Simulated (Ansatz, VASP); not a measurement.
One calculation of Be, two programs

Contents of INCAR:

```
  ALGO = Fast
  EDIFF = 1E-7
  ENCUT = 520
  GGA = PE
  ISIF = 2
  ISMEAR = 0
  LASPH = T
  LCHARG = F
  LREAL = F
  LWAVE = F
  NBANDS = 9
  NELM = 100
  PREC = Accurate
  SIGMA = 0.15
```

Contents of KPOINTS:

```
k-points
0
Gamma
  24 24 14
```

Contents of POSCAR:

```
Be
1.0
    2.1845268857      0.0000000000      0.0000000000
   -1.0922634429      1.8918557782      0.0000000000
    0.0000000000      0.0000000000      3.6009000000
Be
2
Direct
    0.3333333333      0.6666666667      0.2500000000
    0.6666666667      0.3333333333      0.7500000000
```

Input for Ansatz:

```yaml
crystal:
  lattice:
    - [2.1845268857, 0.0, 0.0]
    - [-1.0922634429, 1.8918557782, 0.0]
    - [0.0, 0.0, 3.6009]
  atoms:
    - { symbol: Be, position: [0.3333333333, 0.6666666667, 0.25] }
    - { symbol: Be, position: [0.6666666667, 0.3333333333, 0.75] }
basis:
  ecutwfc: 420
kpoints:
  mp_grid: { grid: [24, 24, 14] }
hamiltonian:
  xc: pbe
scf:
  occupations: { method: gaussian, width: 0.15 }
output:
  forces: true
  stress: true
  eigenvalues: true
```

Change from the starting cell: strain -0.050 along x and y, +0.000 along z, atoms carried along.

Alike in both runs: task single point; functional PBE; k mesh 24 × 24 × 14; occupations gaussian, width 0.15 eV; no spin polarisation.

```csv
,VASP,Ansatz
version,VASP 6.6.1,Ansatz 0.2.0
potentials or method,"VASP PAW PBE potentials, release 64 (Be)","scalar-relativistic, plane waves, PAW"
plane-wave cutoff (eV),520,420
valence electrons in the cell,4,4
```

|  | VASP | Ansatz | Ansatz less VASP |
| --- | --- | --- | --- |
| gap on the k mesh at the Fermi level (eV) | none | none | - |
| pressure (GPa) | 8.2 | 8.0 | -0.19 |
| largest component of the traceless stress (GPa) | 11.55 | 11.56 | +0.011 |

A gap of «none» marks a metal or a gap that the smearing closes. With one functional, cell and mesh, what is left measures potentials, basis and numerics.
